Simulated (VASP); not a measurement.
# ZnS (F-43m) in VASP: a series of runs

Runs on ZnS. Level: PBE. Tasks: dielectric tensor.

All numbers are computed with VASP 6.6.1; they aren't measurements. Logs are shortened: lines on timing, memory, paths and dates and some standing lists are left out, and cuts for length are marked.

### 1 Starting point

The structure is cubic, space group F-43m (No. 216). Conventional cell: a = 5.404 Å, b = 5.404 Å, c = 5.404 Å, α = 90.00°, β = 90.00°, γ = 90.00°. Zn (site symmetry -43m) is surrounded by 4 S at 2.34 Å. Around S (site symmetry -43m) lie 4 Zn at 2.34 Å.

### 2 Dielectric tensor, PBE

INCAR

```
PREC     = Accurate       # precision mode
ENCUT    = 400            # plane-wave cutoff, eV
EDIFF    = 1E-8           # SCF threshold, eV
ISMEAR   = 0              # smearing method
SIGMA    = 0.01           # smearing width, eV
LREAL    = False          # projectors in reciprocal space
LASPH    = True           # aspherical terms in the spheres
NELM     = 100            # most SCF steps
ALGO     = Normal         # electronic algorithm
ISIF     = 2              # what is computed and relaxed
LWAVE    = False          # write WAVECAR
LCHARG   = False          # write CHGCAR
GGA      = PE             # functional
LEPSILON = True           # dielectric tensor by DFPT
```

KPOINTS

```
regular mesh
0
Gamma
  7 7 7
```

POSCAR

```
ZnS
1.0
    0.0000000000      2.7020000000      2.7020000000
    2.7020000000      0.0000000000      2.7020000000
    2.7020000000      2.7020000000      0.0000000000
Zn S
1 1
Direct
    0.7500000000      0.7500000000      0.7500000000
    0.0000000000      0.0000000000      0.0000000000
```

Potentials or basis: VASP PAW PBE potentials, release 64 (Zn, S).

Run with:

```bash
cat potpaw_PBE.64/Zn/POTCAR potpaw_PBE.64/S/POTCAR > POTCAR
mpirun -np 1 vasp_std > vasp.out
```

OUTCAR:

```text
PREC = Accurate
   ENCUT = 400
   EDIFF = 1E-8
   ISMEAR = 0
   LREAL = False
   LASPH = True
   NELM = 100
   ISIF = 2
   GGA = PE
   LEPSILON = True

 Found     20 irreducible k-points:

 Following reciprocal coordinates:
            Coordinates               Weight
  0.000000  0.000000  0.000000      1.000000
  0.142857  0.000000  0.000000      8.000000
  0.285714  0.000000  0.000000      8.000000
  0.428571  0.000000  0.000000      8.000000
  0.142857  0.142857  0.000000      6.000000
  0.285714  0.142857  0.000000     24.000000
   k-points           NKPTS =     20   k-points in BZ     NKDIM =     20   number of bands    NBANDS=     13
   number of dos      NEDOS =    301   number of ions     NIONS =      2
   total plane-waves  NPLWV =  21952
   dimension x,y,z NGX =    28 NGY =   28 NGZ =   28
   dimension x,y,z NGXF=    56 NGYF=   56 NGZF=   56
   ions per type =               1   1
   NGX,Y,Z   is equivalent  to a cutoff of  12.18, 12.18, 12.18 a.u.
   NGXF,Y,Z  is equivalent  to a cutoff of  24.36, 24.36, 24.36 a.u.
 SYSTEM =  unknown system
   PREC   = accura    normal or accurate (medium, high low for compatibility)
   ISTART =      0    job   : 0-new  1-cont  2-samecut
   ICHARG =      2    charge: 1-file 2-atom 10-const
   ISPIN  =      1    spin polarized calculation?
   LNONCOLLINEAR =      F non collinear calculations
   LSORBIT =      F    spin-orbit coupling
   LASPH  =      T    aspherical Exc in radial PAW
   ENCUT  =  400.0 eV  29.40 Ry    5.42 a.u.   6.23  6.23  6.23*2*pi/ulx,y,z
   NELM   =    100;   NELMIN=  2; NELMDL= -5     # of ELM steps
   EDIFF  = 0.1E-07   stopping-criterion for ELM
   LREAL  =      F    real-space projection
   EDIFFG = 0.1E-06   stopping-criterion for IOM
   NSW    =      0    number of steps for IOM
   IBRION =     -1    ionic relax: 0-MD 1-quasi-New 2-CG
   NFREE  =      0    steps in history (QN), initial steepest desc. (CG)
   ISIF   =      2    stress and relaxation
   ISYM   =      2    0-nonsym 1-usesym 2-fastsym
   POTIM  = 0.5000    time-step for ionic-motion
   TEBEG  =    0.0;   TEEND  =   0.0 temperature during run
   PSTRESS=    0.0 pullay stress
   NELECT =      18.0000    total number of electrons
   NUPDOWN=      -1.0000    fix difference up-down
   EMIN   =  10.00;   EMAX   =-10.00  energy-range for DOS
   EFERMI =   0.00;   METHOD = LEGACY
   ISMEAR =     0;   SIGMA  =   0.01  broadening in eV -4-tet -1-fermi 0-gaus
   EFERMI_NEDOS =   21; number of points for ismear=-14 and -15
   IALGO  =     38    algorithm
   IMIX   =      4    mixing-type and parameters
     AMIX     =   0.40;   BMIX     =  1.00
     AMIX_MAG =   1.60;   BMIX_MAG =  1.00
  volume/ion in A,a.u.               =      19.73       133.12
  Fermi-wavevector in a.u.,A,eV,Ry     =   1.260290  2.381602 21.610537  1.588330
  Thomas-Fermi vector in A             =   2.393807
   LORBIT       =      0    0 simple, 1 ext, 2 COOP (PROOUT), +10 PAW based schemes
   GGA     = PE    functional components
   LHFCALC =     F    Hartree Fock is set to
   AEXX    =    0.0000 exact exchange contribution
   IVDW    =     0    specifies the selected vdW correction
   LEPSILON=     T    determine dielectric tensor
   LRPA    =     F    only Hartree local field effects (RPA)
 non-spin polarized calculation
 Gauss-broadening in eV      SIGMA  =   0.01
  energy-cutoff  :      400.00
  volume of cell :       39.45
 maximum number of plane-waves:       726
 NGX is ok and might be reduce to    28
   NGX = 13   NGY = 13   NGZ = 13

--------------------------------------- Ionic step        1  -------------------------------------------

 number of electron      18.0000000 magnetization

 E-fermi :   2.2085     XC(G=0):  -9.6299

 val. band max:        2.1082022645   @ k =   0.0000   0.0000   0.0000
 cond. band min:       4.2209754691   @ k =   0.0000   0.0000   0.0000
 fundamental gap:      2.1127732046
 Fermi energy:         2.2084899705

 k-point     1 :       0.0000    0.0000    0.0000
  band No.  band energies     occupation
      1     -11.0332      2.00000
      2      -4.2286      2.00000
      3      -4.2286      2.00000
      4      -4.2286      2.00000
      5      -3.7299      2.00000
      6      -3.7299      2.00000
      7       2.1082      2.00000
      8       2.1082      2.00000
      9       2.1082      2.00000
     10       4.2210      0.00000
     11       8.5031      0.00000
     12       8.5031      0.00000
     13       8.5031      0.00000

 k-point     2 :       0.1429    0.0000    0.0000
  band No.  band energies     occupation
      1     -10.8821      2.00000
      2      -4.2254      2.00000
      3      -4.2016      2.00000
      4      -4.2016      2.00000
      5      -3.7317      2.00000
      6      -3.7317      2.00000
      7       0.7523      2.00000
      8       1.9205      2.00000
      9       1.9205      2.00000
     10       5.1766      0.00000
     11       8.4291      0.00000
     12       8.8202      0.00000
     13       8.8202      0.00000

 k-point     3 :       0.2857    0.0000    0.0000
  band No.  band energies     occupation
      1     -10.5075      2.00000
      2      -4.1487      2.00000
      3      -4.1486      2.00000
      4      -4.1427      2.00000
      5      -3.7247      2.00000
      6      -3.7247      2.00000
      7      -1.1947      2.00000
      8       1.5465      2.00000
      9       1.5465      2.00000
     10       5.5852      0.00000
     11       9.1607      0.00000
     12       9.1607      0.00000
     13       9.4203      0.00000

 k-point     4 :       0.4286    0.0000    0.0000
  band No.  band energies     occupation
      1     -10.1610      2.00000
      2      -4.1171      2.00000
      3      -4.1171      2.00000
      4      -3.7785      2.00000
      5      -3.7041      2.00000
      6      -3.7041      2.00000
      7      -2.7654      2.00000
      8       1.2794      2.00000
      9       1.2794      2.00000
     10       5.4452      0.00000
     11       9.0650      0.00000
     12       9.0650      0.00000
     13      10.7835      0.00000

 k-point     5 :       0.1429    0.1429    0.0000
  band No.  band energies     occupation
      1     -10.8317      2.00000
      2      -4.2532      2.00000
      3      -4.1775      2.00000
      4      -4.1775      2.00000
      5      -3.7507      2.00000
      6      -3.7156      2.00000
      7       0.8237      2.00000
      8       1.5918      2.00000
      9       1.5918      2.00000
     10       5.6367      0.00000
     11       7.6269      0.00000
     12       9.3106      0.00000
     13       9.3106      0.00000

 k-point     6 :       0.2857    0.1429    0.0000
  band No.  band energies     occupation
      1     -10.5299      2.00000
      2      -4.2322      2.00000
      3      -4.1188      2.00000
      4      -4.1142      2.00000
      5      -3.7550      2.00000
      6      -3.7027      2.00000
      7      -0.6335      2.00000
      8       1.1599      2.00000
      9       1.1914      2.00000
     10       6.3288      0.00000
     11       7.6449      0.00000
     12       9.5851      0.00000
     13       9.9302      0.00000

 [... further k-points ...]

  FORCE on cell =-STRESS in cart. coord.  units (eV):
  Direction    XX          YY          ZZ          XY          YZ          ZX
  --------------------------------------------------------------------------------------
  -------------------------------------------------------------------------------------
  Total        0.3748731      0.3748731      0.3748731      0.0000000      0.0000000      0.0000000
  in kB       15.2233010     15.2233010     15.2233010      0.0000000      0.0000000      0.0000000
  external PRESSURE =      15.2233010 kB  Pullay stress =       0.0000000 kB

 VOLUME and BASIS-vectors are now :
 -----------------------------------------------------------------------------
  energy-cutoff  :      400.00
  volume of cell :       39.45
      direct lattice vectors                 reciprocal lattice vectors
     0.000000000  2.702000000  2.702000000    -0.185048113  0.185048113  0.185048113
     2.702000000  0.000000000  2.702000000     0.185048113 -0.185048113  0.185048113
     2.702000000  2.702000000  0.000000000     0.185048113  0.185048113 -0.185048113

 POSITION                                       TOTAL-FORCE (eV/Angst)
 -----------------------------------------------------------------------------------
      4.05300      4.05300      4.05300         0.000000      0.000000      0.000000
      0.00000      0.00000      0.00000        -0.000000     -0.000000     -0.000000
 -----------------------------------------------------------------------------------
    total drift:                                0.000001      0.000001      0.000001

  FREE ENERGIE OF THE ION-ELECTRON SYSTEM (eV)
  ---------------------------------------------------
  free  energy   TOTEN  =        -6.8450500616 eV

  energy  without entropy=       -6.8450500616  energy(sigma->0) =       -6.84505006

 HEAD OF MICROSCOPIC STATIC DIELECTRIC TENSOR (INDEPENDENT PARTICLE, excluding Hartree and local field effects)
 ------------------------------------------------------
           6.482478    -0.000000     0.000000
           0.000000     6.482478     0.000000
           0.000000    -0.000000     6.482478
 ------------------------------------------------------

 Free energy of the ion-electron system (eV)
  ---------------------------------------------------
  ---------------------------------------------------
  free energy    TOTEN  =        -0.60138916 eV

  energy without entropy =       -0.60138916

------------------------ aborting loop because EDIFF is reached ----------------------------------------

--------------------------------------- Ionic step        2  -------------------------------------------

------------------------ aborting loop because EDIFF is reached ----------------------------------------

--------------------------------------- Ionic step        3  -------------------------------------------

 Free energy of the ion-electron system (eV)
  ---------------------------------------------------
  ---------------------------------------------------
  free energy    TOTEN  =        -0.60138938 eV

  energy without entropy =       -0.60138938

------------------------ aborting loop because EDIFF is reached ----------------------------------------

 PIEZOELECTRIC TENSOR FIELD DIRECTION 3  (e Angst)
 -----------------------------------------------------------------------------
    -0.00078 -1.66647  0.00000           (  0.00000  0.02725  0.00000)
    -1.66647 -0.00078  0.00000           (  0.02725  0.00000  0.00000)
     0.00000  0.00000  0.00003           (  0.00000  0.00000 -0.00000)

 PIEZOELECTRIC TENSOR FIELD DIRECTION 3  (C/m^2)
 -----------------------------------------------------------------------------
    -0.00032 -0.67674  0.00000
    -0.67674 -0.00032  0.00000
     0.00000  0.00000  0.00001

 MACROSCOPIC STATIC DIELECTRIC TENSOR (including local field effects in DFT)
 ------------------------------------------------------
           6.100652     0.000000    -0.000000
           0.000000     6.100652    -0.000000
           0.000000    -0.000000     6.100652
 ------------------------------------------------------

 PIEZOELECTRIC TENSOR (including local field effects)  for field in x, y, z        (e  Angst)
          XX          YY          ZZ          XY          YZ          ZX
  --------------------------------------------------------------------------------
  x     0.00000     0.00000    -0.00000     0.00000    -1.68942     0.00000
  y     0.00000     0.00000    -0.00000     0.00000     0.00000    -1.68942
  z    -0.00000     0.00000     0.00000    -1.68942     0.00000     0.00000

 PIEZOELECTRIC TENSOR (including local field effects)  for field in x, y, z        (C/m^2)
          XX          YY          ZZ          XY          YZ          ZX
  --------------------------------------------------------------------------------
  x     0.00000     0.00000    -0.00000     0.00000    -0.68606     0.00000
  y     0.00000     0.00000    -0.00000     0.00000     0.00000    -0.68606
  z    -0.00000     0.00000     0.00000    -0.68606     0.00000     0.00000

 BORN EFFECTIVE CHARGES (including local field effects) (in |e|, cummulative output)
 ---------------------------------------------------------------------------------
 ion    1
    1     2.02950     0.00000     0.00000
    2     0.00000     2.02950     0.00000
    3     0.00000    -0.00000     2.02950
 ion    2
    1    -2.02950    -0.00000    -0.00000
    2     0.00000    -2.02950    -0.00000
    3    -0.00000     0.00000    -2.02950
```

Run time: 1.7 min. Hardware: 1 thread of Intel Xeon Platinum 8488C (Sapphire Rapids), shared host; peak memory 0.2 GiB.

The run converged, but some of its settings lie outside the range that counts as converged, so its numbers aren't taken as properties of the crystal.

Results:

```yaml
Band_gap_on_the_k_mesh: 2.11 eV, direct
Electronic_dielectric_tensor_diagonal: 6.10
Born_charges_mean_of_the_diagonal: Zn +2.03; S -2.03 e
```

(Continued in part 2 of 2.)
